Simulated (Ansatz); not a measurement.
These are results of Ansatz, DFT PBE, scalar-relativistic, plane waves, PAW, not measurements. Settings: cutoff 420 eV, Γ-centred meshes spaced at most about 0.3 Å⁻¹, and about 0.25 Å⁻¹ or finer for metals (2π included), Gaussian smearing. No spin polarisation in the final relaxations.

All energies are static (0 K, no zero-point motion).

Compare these two cells of Si, each relaxed at this level.

A.

```cif
data_structure
_symmetry_space_group_name_H-M 'Fm-3m'
_symmetry_Int_Tables_number 225
_cell_length_a 5.8217
_cell_length_b 5.8217
_cell_length_c 5.8217
_cell_angle_alpha 90.000
_cell_angle_beta 90.000
_cell_angle_gamma 90.000
_cell_volume 197.31
loop_
_atom_site_label
_atom_site_type_symbol
_atom_site_symmetry_multiplicity
_atom_site_Wyckoff_symbol
_atom_site_fract_x
_atom_site_fract_y
_atom_site_fract_z
_atom_site_occupancy
Si1 Si 8 c 0.25000 0.75000 0.75000 1
Si2 Si 4 b 0.50000 0.00000 0.00000 1
```

B.

```cif
data_structure
_symmetry_space_group_name_H-M 'Pm-3m'
_symmetry_Int_Tables_number 221
_cell_length_a 2.5323
_cell_length_b 2.5323
_cell_length_c 2.5323
_cell_angle_alpha 90.000
_cell_angle_beta 90.000
_cell_angle_gamma 90.000
_cell_volume 16.24
loop_
_atom_site_label
_atom_site_type_symbol
_atom_site_symmetry_multiplicity
_atom_site_Wyckoff_symbol
_atom_site_fract_x
_atom_site_fract_y
_atom_site_fract_z
_atom_site_occupancy
Si1 Si 1 b 0.50000 0.50000 0.50000 1
```

Question: Which form is favoured at zero pressure, and by what margin per atom?

Answer: B is lower, by 146 meV/atom. A has space group Fm-3m (No. 225), 16.4 Å³/atom and no gap on its mesh; B has the simple cubic type, space group Pm-3m (No. 221), 16.2 Å³/atom and no gap. Counting all near atoms (those within 1.25 times the shortest such distance or 1.15 times the sum of covalent radii, 1.27 where that leaves under three; a plus sign parts nearer from farther groups; a slash parts the counts of unlike sites), A has Si 8/4+6 and B has Si 6. In A, Si on a site of symmetry -43m has 4 Si at 2.52 Å and 6 Si at 2.91 Å; Si on a site of symmetry m-3m has 8 Si at 2.52 Å. In B, Si has 6 Si at 2.53 Å. Both come from invented guesses. A third cell relaxed alike, in Fd-3m, lies 0.35 eV/atom below the lower of the two. The part of the Crystallography Open Database at hand lists Si in space groups No. 64, 74, 164, 191, 194 and others; sharing a group (Fd-3m and Fm-3m) doesn't make a cell the listed structure.

Cells relaxed within their symmetry can be saddle points.
